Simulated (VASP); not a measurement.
# Ni (Fm-3m) in VASP: notebook

Runs on Ni. Level: LDA+U. Tasks: single point.

Everything below comes from runs of VASP 6.6.1. Logs are shortened: lines on timing, memory, paths and dates and some standing lists are left out, and cuts for length are marked.

### 1 The structure

Symmetry: Fm-3m, No. 225, cubic system. The conventional cell has a = 3.475 Å, b = 3.475 Å, c = 3.475 Å, α = 90.00°, β = 90.00°, γ = 90.00°. Ni (site symmetry m-3m) is surrounded by 12 Ni at 2.46 Å.

### 2 Single point, LDA+U, non-collinear spin, antiferromagnetic start

INCAR

```
SYSTEM = Ni
PREC = Accurate ; ENCUT = 520
EDIFF = 1E-7 ; ISMEAR = -1
SIGMA = 0.05 ; LREAL = .False.
LASPH = .True. ; NELM = 100
ALGO = Normal ; ISIF = 2
LWAVE = .False. ; LCHARG = .True.
LNONCOLLINEAR = .True. ; MAGMOM = 0.707 0.707 0 -0.707 -0.707 0
LORBIT = 11 ; LMAXMIX = 4
LDAU = .True. ; LDAUTYPE = 2
LDAUL = 2 ; LDAUU = 4
LDAUJ = 0 ; LDAUPRINT = 1
GGA = CA ; LVHAR = .True.
```

KPOINTS

```
Automatic mesh
0
Gamma
  10 10 10
  0 0 0
```

POSCAR

```
Ni
1.0
    0.0000000000      1.7375729330      1.7375729330
    1.7375729330      0.0000000000      1.7375729330
    3.4751458660      3.4751458660      0.0000000000
Ni
2
Direct
    0.0000000000      0.0000000000      0.0000000000
    0.0000000000      0.0000000000      0.5000000000
```

Potentials or basis: VASP PAW LDA potentials, release 64 (Ni).

Command:

```sh
$ cat potpaw_LDA.64/Ni/POTCAR > POTCAR
$ mpirun -np 1 vasp_ncl > vasp.out
```

OUTCAR:

```text
SYSTEM = Ni
   PREC = Accurate
   ENCUT = 520
   EDIFF = 1E-7
   ISMEAR = -1
   LREAL = .False.
   LASPH = .True.
   NELM = 100
   ISIF = 2
   LNONCOLLINEAR = .True.
   LORBIT = 11
   GGA = CA

 ion  position               nearest neighbor table
   1  0.000  0.000  0.000-   2 2.46   2 2.46   2 2.46   2 2.46   2 2.46   2 2.46
   2  0.000  0.000  0.500-   1 2.46   1 2.46   1 2.46   1 2.46   1 2.46   1 2.46

  LATTYP: Found a trigonal (rhomboedric) cell.
 ALAT       =     4.2561670767
 COS(alpha) =     0.8333333333

  Lattice vectors:

 A1 = (   3.4751458660,   1.7375729330,  -1.7375729330)
 A2 = (   1.7375729330,   1.7375729330,  -3.4751458660)
 A3 = (   1.7375729330,   3.4751458660,  -1.7375729330)

Analysis of symmetry for initial positions (statically):
=====================================================================
 Subroutine PRICEL returns following result:

  LATTYP: Found a face centered cubic cell.
 ALAT       =     3.4751458660

  Lattice vectors:

 A1 = (   0.0000000000,   1.7375729330,   1.7375729330)
 A2 = (   1.7375729330,   0.0000000000,   1.7375729330)
 A3 = (   1.7375729330,   1.7375729330,   0.0000000000)

   2 primitive cells build up your supercell.

 Routine SETGRP: Setting up the symmetry group for a
 trigonal (rhombohedral) supercell.

 Subroutine GETGRP returns: Found 12 space group operations
 (whereof 12 operations were pure point group operations)
 out of a pool of 12 trial point group operations.

The static configuration has the point symmetry D_3d.

Analysis of symmetry for dynamics (positions and initial velocities):
=====================================================================
 Subroutine PRICEL returns following result:

  LATTYP: Found a face centered cubic cell.
 ALAT       =     3.4751458660

  Lattice vectors:

 A1 = (   0.0000000000,   1.7375729330,   1.7375729330)
 A2 = (   1.7375729330,   0.0000000000,   1.7375729330)
 A3 = (   1.7375729330,   1.7375729330,   0.0000000000)

   2 primitive cells build up your supercell.

 Routine SETGRP: Setting up the symmetry group for a
 trigonal (rhombohedral) supercell.

 Subroutine GETGRP returns: Found 12 space group operations
 (whereof 12 operations were pure point group operations)
 out of a pool of 12 trial point group operations.

The dynamic configuration has the point symmetry D_3d.

Analysis of structural, dynamic, and magnetic symmetry:
=====================================================================
 Subroutine PRICEL returns:
 Original cell was already a primitive cell.

 Routine SETGRP: Setting up the symmetry group for a
 trigonal (rhombohedral) supercell.

 Subroutine GETGRP returns: Found  4 space group operations
 (whereof  2 operations were pure point group operations)
 out of a pool of 12 trial point group operations.

The overall configuration has the point symmetry S_2 .
 The point group associated with its full space group is C_2h.

 Subroutine INISYM returns: Found  4 space group operations
 (whereof  2 operations are pure point group operations),
[... 181 lines left out ...]
  o =  0.9150  v =  0.0629  0.2518 -0.1274 -0.1889  0.5156 -0.0445 -0.2657  0.0901  0.2213 -0.5697      0.0000 -0.1240 -0.0000  0.1240 -0.2900 -0.0445 -0.0904  0.0901  0.0460 -0.1595
  o =  0.9150  v = -0.2920 -0.0985  0.5915 -0.1935  0.1111  0.2065  0.0508 -0.4183  0.1557 -0.1227      0.0000 -0.0267  0.0001  0.0267 -0.0625  0.2065  0.0886 -0.4183  0.1179 -0.0344
  o =  0.9258  v = -0.0221  0.0021 -0.1518 -0.0242 -0.1045 -0.0156 -0.0583 -0.1074  0.0427  0.4007      0.0000  0.0846  0.0000 -0.0846 -0.6713 -0.0156  0.0613 -0.1073 -0.0769 -0.5486
  o =  0.9258  v =  0.0988  0.0524  0.6794  0.0465 -0.0233  0.0699  0.0237  0.4804  0.0462  0.0896      0.0000  0.0189  0.0001 -0.0189 -0.1500  0.0699  0.0504  0.4804  0.0195 -0.1226
  o =  0.9295  v = -0.4083  0.4083 -0.0000  0.4083  0.0000 -0.2887  0.2887 -0.0000  0.2887  0.0000      0.0000 -0.0000  0.0000  0.0000  0.0000 -0.2887  0.2887 -0.0000  0.2887  0.0000

atom =   2  type =  1  l = 2

 onsite density matrix

spin component  1

  0.8201  0.0435 -0.0093  0.0435  0.0000      0.0000 -0.0000 -0.0000  0.0000  0.0000
  0.0435  0.8201 -0.0046 -0.0435  0.0080      0.0000 -0.0000 -0.0000 -0.0000 -0.0000
 -0.0093 -0.0046  0.9094 -0.0046 -0.0000      0.0000  0.0000  0.0000  0.0000  0.0000
  0.0435 -0.0435 -0.0046  0.8201 -0.0080     -0.0000  0.0000 -0.0000  0.0000 -0.0000
  0.0000  0.0080 -0.0000 -0.0080  0.9094     -0.0000  0.0000 -0.0000  0.0000  0.0000
[... 19 lines left out ...]
  0.8201  0.0435 -0.0093  0.0435  0.0000     -0.0000 -0.0000  0.0000  0.0000  0.0000
  0.0435  0.8201 -0.0046 -0.0435  0.0080      0.0000  0.0000 -0.0000 -0.0000 -0.0000
 -0.0093 -0.0046  0.9094 -0.0046 -0.0000     -0.0000  0.0000 -0.0000 -0.0000 -0.0000
  0.0435 -0.0435 -0.0046  0.8201 -0.0080     -0.0000  0.0000  0.0000 -0.0000 -0.0000
  0.0000  0.0080 -0.0000 -0.0080  0.9094     -0.0000  0.0000  0.0000  0.0000  0.0000

 occupancies and eigenvectors

  o =  0.5365  v =  0.4083 -0.4083 -0.0000 -0.4083 -0.0000  0.2887 -0.2887 -0.0000 -0.2887  0.0000      0.0000  0.0000 -0.0000 -0.0000 -0.0000  0.2887 -0.2887 -0.0000 -0.2887 -0.0000
  o =  0.8401  v =  0.4927  0.2780  0.3648  0.2147 -0.0270  0.3482  0.1910  0.2579  0.1572 -0.0145      0.0000  0.0077  0.0001 -0.0077 -0.0066  0.3484  0.2021  0.2579  0.1464 -0.0238
  o =  0.8401  v =  0.0376 -0.3957  0.0278  0.4333  0.3544  0.0266 -0.2082  0.0197  0.2348  0.1894      0.0000 -0.1011  0.0000  0.1011  0.0865  0.0266 -0.3513  0.0197  0.3779  0.3117
  o =  0.8652  v =  0.2636 -0.2394 -0.0575  0.5030 -0.0936 -0.1864  0.3311  0.0407 -0.5175  0.1069      0.0000  0.2288 -0.0000 -0.2289  0.0576 -0.1865  0.0075  0.0407 -0.1940  0.0253
  o =  0.8652  v =  0.5035  0.4461 -0.1099  0.0574  0.0490 -0.3560 -0.4002  0.0777  0.0441 -0.0560      0.0000 -0.1198 -0.0001  0.1198 -0.0302 -0.3561 -0.2308  0.0777 -0.1253 -0.0133
  o =  0.9150  v =  0.0629 -0.1890 -0.1274  0.2518 -0.5156  0.0445 -0.2213 -0.0901  0.2657 -0.5696      0.0000  0.1240  0.0000 -0.1240  0.2901  0.0445 -0.0459 -0.0901  0.0904 -0.1595
  o =  0.9150  v = -0.2920 -0.1935  0.5916 -0.0985 -0.1110 -0.2065 -0.1557  0.4183 -0.0508 -0.1227      0.0000  0.0267 -0.0001 -0.0267  0.0625 -0.2064 -0.1179  0.4183 -0.0885 -0.0344
  o =  0.9258  v = -0.0221 -0.0242 -0.1518  0.0021  0.1047  0.0156 -0.0427  0.1074  0.0583  0.4007      0.0000 -0.0846  0.0001  0.0846  0.6712  0.0156  0.0769  0.1073 -0.0613 -0.5487
  o =  0.9258  v =  0.0988  0.0465  0.6794  0.0524  0.0233 -0.0699 -0.0463 -0.4804 -0.0237  0.0896      0.0000 -0.0189 -0.0001  0.0189  0.1500 -0.0699 -0.0195 -0.4804 -0.0504 -0.1226
  o =  0.9295  v = -0.4082  0.4082 -0.0000  0.4082 -0.0000  0.2887 -0.2887  0.0000 -0.2887  0.0000      0.0000  0.0000 -0.0000 -0.0000 -0.0000  0.2887 -0.2887  0.0000 -0.2887  0.0000

 number of electron      20.0000003 magnetization       0.0000634     -0.0000634      0.0000000

 Free energy of the ion-electron system (eV)
  ---------------------------------------------------
  ext. energy  EPLUGINS =         0.00000000
  ---------------------------------------------------
  free energy    TOTEN  =        -8.05123429 eV

  energy without entropy =       -8.03948778  energy(sigma->0) =       -8.04536103

 E-fermi :   8.8133     XC(G=0): -13.7647

 val. band max:        8.7994773441   @ k =  -0.2000  -0.2000   0.3000
 cond. band min:       8.8310891224   @ k =   0.0000   0.0000   0.1000
 fundamental gap:      0.0316117784
 Fermi energy:         8.8132530084

 k-point     1 :       0.0000    0.0000    0.0000
  band No.  band energies     occupation
      1       0.3420      1.00000
      2       0.3420      1.00000
      3       3.8818      1.00000
      4       3.8819      1.00000
      5       6.2370      1.00000
      6       6.2370      1.00000
[... 733 lines left out ...]
     27      19.6143      0.00000
     28      19.6143      0.00000

 [... further k-points ...]

------------------------ aborting loop because EDIFF is reached ----------------------------------------

  FORCE on cell =-STRESS in cart. coord.  units (eV):
  Direction    XX          YY          ZZ          XY          YZ          ZX
  --------------------------------------------------------------------------------------
  -------------------------------------------------------------------------------------
  Total       -2.3102268     -2.3102268     -2.3102986      0.1755720     -0.1758426     -0.1758405
  in kB     -176.3908586   -176.3908586   -176.3963451     13.4053090    -13.4259666    -13.4258065
  external PRESSURE =    -176.3926874 kB  Pullay stress =       0.0000000 kB

 VOLUME and BASIS-vectors are now :
 -----------------------------------------------------------------------------
  energy-cutoff  :      520.00
  volume of cell :       20.98
      direct lattice vectors                 reciprocal lattice vectors
     0.000000000  1.737572933  1.737572933    -0.287757705  0.287757705  0.287757705
     1.737572933  0.000000000  1.737572933     0.287757705 -0.287757705  0.287757705
     3.475145866  3.475145866  0.000000000     0.143878853  0.143878853 -0.143878853

 POSITION                                       TOTAL-FORCE (eV/Angst)
 -----------------------------------------------------------------------------------
      0.00000      0.00000      0.00000         0.000000      0.000000     -0.000000
      1.73757      1.73757      0.00000         0.000000      0.000000      0.000000
 -----------------------------------------------------------------------------------
    total drift:                               -0.000000     -0.000000      0.000000

  FREE ENERGIE OF THE ION-ELECTRON SYSTEM (eV)
  ---------------------------------------------------
  free  energy   TOTEN  =        -8.0512342855 eV

  energy  without entropy=       -8.0394877809  energy(sigma->0) =       -8.04536103

 total charge

# of ion       s       p       d       tot
------------------------------------------
    1        0.494   0.462   8.527   9.482
    2        0.494   0.462   8.527   9.482
--------------------------------------------------
tot          0.987   0.923  17.055  18.965

 magnetization (x)

# of ion       s       p       d       tot
------------------------------------------
    1        0.000   0.004   0.329   0.334
    2       -0.000  -0.004  -0.329  -0.334
--------------------------------------------------
tot         -0.000  -0.000   0.000   0.000

 magnetization (y)

# of ion       s       p       d       tot
------------------------------------------
    1        0.000   0.004   0.329   0.334
    2       -0.000  -0.004  -0.329  -0.334
--------------------------------------------------
tot          0.000   0.000  -0.000  -0.000

 magnetization (z)

# of ion       s       p       d       tot
------------------------------------------
    1        0.000   0.000   0.000   0.000
    2       -0.000  -0.000  -0.000  -0.000
--------------------------------------------------
tot          0.000   0.000   0.000   0.000
```

It took 6.7 min on 1 thread of Intel Xeon 6975P-C (Granite Rapids), shared host; peak memory 0.34 GiB.

What came out:

| Quantity | Value |
| --- | --- |
| Free energy | -8.0512 eV |
| Pressure | -17.6 GPa |
| Band gap on the k mesh | none (metal or under the smearing width) |
| Net moment | 0.00 μB per cell |
| Valence electrons inside the program's atomic spheres | Ni 9.48 |

Levels at points of the mesh, in eV from the Fermi level:
| k point | band 17 | band 18 | band 19 | band 20 | band 21 | band 22 | band 23 | band 24 |
| --- | --- | --- | --- | --- | --- | --- | --- | --- |
| (0.00, 0.00, 0.00) | -1.27 | -1.27 | -0.52 | -0.52 | -0.52 | -0.52 | 0.38 | 0.38 |
| (0.50, 0.00, 0.00) | 0.12 | 0.12 | 0.45 | 0.45 | 0.77 | 0.77 | 3.26 | 3.26 |
| (0.50, 0.50, 0.00) | 0.12 | 0.12 | 0.45 | 0.45 | 0.77 | 0.77 | 3.26 | 3.26 |
| (0.00, 0.00, 0.50) | -1.39 | -1.39 | -1.35 | -1.35 | -1.17 | -1.17 | -1.17 | -1.17 |
| (0.50, 0.00, 0.50) | -0.54 | -0.54 | 0.10 | 0.10 | 2.68 | 2.68 | 3.38 | 3.38 |
| (0.50, 0.50, 0.50) | -0.54 | -0.54 | 0.10 | 0.10 | 2.68 | 2.68 | 3.38 | 3.38 |

Moments on the atoms (μB; x, y, z):
```
Ni   0.33  0.33  0.00
Ni  -0.33 -0.33  0.00
```

Caveat: the U is typed as a test and isn't derived for this compound. The state reached can hang on the start; a lower one may exist.

### 3 Single point, LDA+U, collinear spin, ferromagnetic start

INCAR

```
SYSTEM = Ni
  ALGO = Normal
  EDIFF = 1E-4
  ENCUT = 520
  GGA = CA
  ISIF = 2
  ISMEAR = 1
  ISPIN = 2
  LASPH = .True.
  LCHARG = .True.
  LDAU = .True.
  LDAUJ = 0
  LDAUL = 2
  LDAUPRINT = 1
  LDAUTYPE = 2
  LDAUU = 4
  LELF = .True.
  LMAXMIX = 4
  LORBIT = 11
  LREAL = .False.
  LVHAR = .True.
  LWAVE = .False.
  MAGMOM = 2.5 2.5
  NELM = 100
  PREC = Accurate
  SIGMA = 0.02
```

KPOINTS

```
k-points
0
Gamma
  10 10 10
  0 0 0
```

POSCAR is that of step 2.

Potentials or basis: VASP PAW LDA potentials, release 64 (Ni).

Command:

```sh
$ cat potpaw_LDA.64/Ni/POTCAR > POTCAR
$ mpirun -np 1 vasp_std > vasp.out
```

It took 33 s on 1 thread of Intel Xeon 6975P-C (Granite Rapids), shared host; peak memory 0.17 GiB.

The run converged, but some of its settings lie outside the range that counts as converged (typed here: ISMEAR = 1; SIGMA = 0.02; EDIFF = 0.0001), so its numbers aren't taken as properties of the crystal.

Results:

```
Free energy                                           : -8.1967 eV
Pressure                                              : -18.8 GPa
Band gap on the k mesh                                : none (metal or under the smearing width)
Net moment                                            : 1.45 μB per cell
Site moments                                          : Ni +0.74 μB
Valence electrons inside the program's atomic spheres : Ni 9.47
```

Caveat: the result breaks the symmetry of the cell; the U is typed as a test and isn't derived for this compound.

### 4 For comparison

An earlier run on the cell as given: functional PBEsol; potentials or basis VASP PAW PBE potentials, release 64 (Ni); cutoff 520 eV; k mesh 13 × 13 × 13; occupations fermi-dirac, width 0.05 eV; collinear spin, ferromagnetic start; starting moments [1.0] μB.

- Pressure: -2.4 GPa
- Band gap on the k mesh: none (metal or under the smearing width)
- Net moment: 0.62 μB per cell
- Site moments: Ni +0.63 μB
- Valence electrons inside the program's atomic spheres: Ni 9.38
